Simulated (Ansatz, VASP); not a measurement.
Two plane-wave programs on TiC

Contents of INCAR:

```
SYSTEM = TiC
PREC = Accurate ; ENCUT = 600
EDIFF = 1E-7 ; ISMEAR = 0
SIGMA = 0.1 ; LREAL = .False.
LASPH = .True. ; NELM = 80
ALGO = Normal ; ISIF = 3
LWAVE = .False. ; LCHARG = .False.
GGA = PE ; IVDW = 12
IBRION = 2 ; NSW = 100
EDIFFG = -0.005
```

File KPOINTS:

```
Automatic mesh
0
Gamma
  16 16 16
  0 0 0
```

File POSCAR:

```
TiC
1.0
    0.0000000000      2.1640000000      2.1640000000
    2.1640000000      0.0000000000      2.1640000000
    2.1640000000      2.1640000000      0.0000000000
Ti C
1 1
Direct
    0.0000000000      0.0000000000      0.0000000000
    0.5000000000      0.5000000000      0.5000000000
```

Input for Ansatz:

```yaml
crystal:
  lattice:
    - [0.0, 2.164, 2.164]
    - [2.164, 0.0, 2.164]
    - [2.164, 2.164, 0.0]
  atoms:
    - { symbol: Ti, position: [0.0, 0.0, 0.0] }
    - { symbol: C, position: [0.5, 0.5, 0.5] }
basis:
  ecutwfc: 420
kpoints:
  mp_grid: { grid: [16, 16, 16] }
hamiltonian:
  xc: pbe
  dispersion: d3bj
scf:
  occupations: { method: gaussian, width: 0.1 }
output:
  forces: true
  stress: true
  eigenvalues: true
relax:
  adjacent_minimum: "off"
  f_tol: 0.005
  max_steps: 80
  cell: { stress_tol: 0.05 }
```

Alike in both runs: task relaxation of cell and atoms; functional PBE; dispersion D3(BJ); k mesh 16 × 16 × 16; occupations gaussian, width 0.1 eV; no spin polarisation.

```csv
,VASP,Ansatz
version,VASP 6.6.1,Ansatz 0.2.0
potentials or method,"VASP PAW PBE potentials, release 64 (Ti_sv, C)","scalar-relativistic, plane waves, PAW"
plane-wave cutoff (eV),600,420
valence electrons in the cell,16,16
```

VASP gave:

- gap on the k mesh at the Fermi level, each at its own relaxed structure (eV): none
- relaxed volume (Å³/atom): 9.88
- relaxed cell length with the largest relative difference (Å): 3.035
- energy change over the relaxation (meV/atom): -5

Question: Which values does Ansatz return?

Answer: gap on the k mesh at the Fermi level, each at its own relaxed structure (eV): none; relaxed volume (Å³/atom): 9.88; relaxed cell length with the largest relative difference (Å): 3.034; energy change over the relaxation (meV/atom): -5.

A gap of «none» marks a metal or a gap that the smearing closes.

Caveats: pairwise dispersion overbinds metals, which lowers pressure and volume.
